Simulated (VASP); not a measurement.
KI in VASP 6.6.1, single-point calculation

INCAR

```
NBANDS = 15
IBRION = -1
LWAVE = .FALSE.
NELECT = 15
LCHARG = .FALSE.
NELM = 95
LASPH = .TRUE.
NSW = 0
SIGMA = 0.005
PREC = Accurate
ISMEAR = -5
EDIFF = 1E-7
GGA = PE
LREAL = .FALSE.
ENCUT = 350
ISIF = 2
```

KPOINTS

```
KPOINTS created by Atomic Simulation Environment
0
Gamma
6 6 6
0 0 0
```

POSCAR

```
K  I
 1.0000000000000000
     0.0000000000000000    4.0055530385999996    3.8880586811000000
     4.0055530385999996    0.0000000000000000    3.8880586811000000
     4.0055530385999996    4.0055530385999996    0.0000000000000000
 K   I
   1   1
Cartesian
  0.0000000000000000  0.0000000000000000  0.0000000000000000
  2.0027765192999998  2.0027765192999998  1.9440293405500004
```

The recommended PBE PAW datasets give the neutral cell 16 valence electrons.

Command

```
mpirun -np 1 vasp_std
```

OSZICAR

```
N       E                     dE             d eps       ncg     rms          rms(c)
DAV:   1     0.704060499746E+02    0.70406E+02   -0.44453E+03   900   0.568E+02
DAV:   2     0.219333575169E+01   -0.68213E+02   -0.65915E+02  1166   0.163E+02
DAV:   3    -0.215053780301E+01   -0.43439E+01   -0.43177E+01  1287   0.373E+01
DAV:   4    -0.245454166290E+01   -0.30400E+00   -0.30383E+00  1560   0.861E+00
DAV:   5    -0.245545872469E+01   -0.91706E-03   -0.91677E-03  1293   0.527E-01    0.253E+00
DAV:   6    -0.273362973296E+01   -0.27817E+00   -0.42280E-01  1005   0.212E+00    0.155E+00
DAV:   7    -0.273120236439E+01    0.24274E-02   -0.12628E-01  1250   0.730E-01    0.126E+00
DAV:   8    -0.273559279221E+01   -0.43904E-02   -0.70624E-02   991   0.422E-01    0.662E-01
DAV:   9    -0.273803749109E+01   -0.24447E-02   -0.34068E-02   928   0.291E-01    0.541E-01
DAV:  10    -0.273714015122E+01    0.89734E-03   -0.14792E-02  1187   0.103E-01    0.174E-01
...
DAV:  87    -0.273684772512E+01    0.94325E-06   -0.52510E-06   450   0.438E-04    0.198E-02
DAV:  88    -0.273685039964E+01   -0.26745E-05   -0.12992E-05   450   0.841E-04    0.130E-02
DAV:  89    -0.273684832478E+01    0.20749E-05   -0.45298E-07   450   0.581E-04    0.886E-03
DAV:  90    -0.273684754509E+01    0.77969E-06   -0.68586E-06   450   0.407E-04    0.204E-02
DAV:  91    -0.273685016033E+01   -0.26152E-05   -0.11564E-05   450   0.851E-04    0.125E-02
DAV:  92    -0.273684822878E+01    0.19316E-05   -0.12366E-06   450   0.566E-04    0.184E-02
DAV:  93    -0.273685091761E+01   -0.26888E-05   -0.15922E-05   450   0.716E-04    0.140E-02
DAV:  94    -0.273684873787E+01    0.21797E-05   -0.48155E-07   450   0.599E-04    0.990E-03
DAV:  95    -0.273684775514E+01    0.98273E-06   -0.49825E-06   450   0.447E-04
   1 F= -.27368478E+01 E0= -.27368478E+01  d E =0.000000E+00
```

Standard output (part)

```
POSCAR found type information on POSCAR K I
 POSCAR found :  2 types and       2 ions
 LDA part: xc-table for (Slater+PW92), standard interpolation
 POSCAR, INCAR and KPOINTS ok, starting setup
 WAVECAR not read
 entering main loop
 the old and the new charge density differ
    0.253E+00
|     The electronic self-consistency was not achieved in the given           |
|     number of steps (NELM). The forces and other quantities evaluated       |
|     might not be reliable so examine the results carefully. If you find     |
|     spurious results, we suggest increasing NELM, if you were close to      |
|     convergence or switching to a different ALGO or adjusting the           |
|     density mixing parameters otherwise.                                    |
|     Tetrahedron method does not include variations of the Fermi             |
|     occupations, so forces and stress will be inaccurate. We suggest        |
|     using a different smearing scheme ISMEAR = 1 or 2 for metals in         |
|     relaxations.                                                            |
```

It didn't converge.

The cell is charged and sits in a uniform background.

The run took about 2.5 min on one core of a shared host (Intel Xeon Platinum 8488C) and held 0.22 GiB at most.
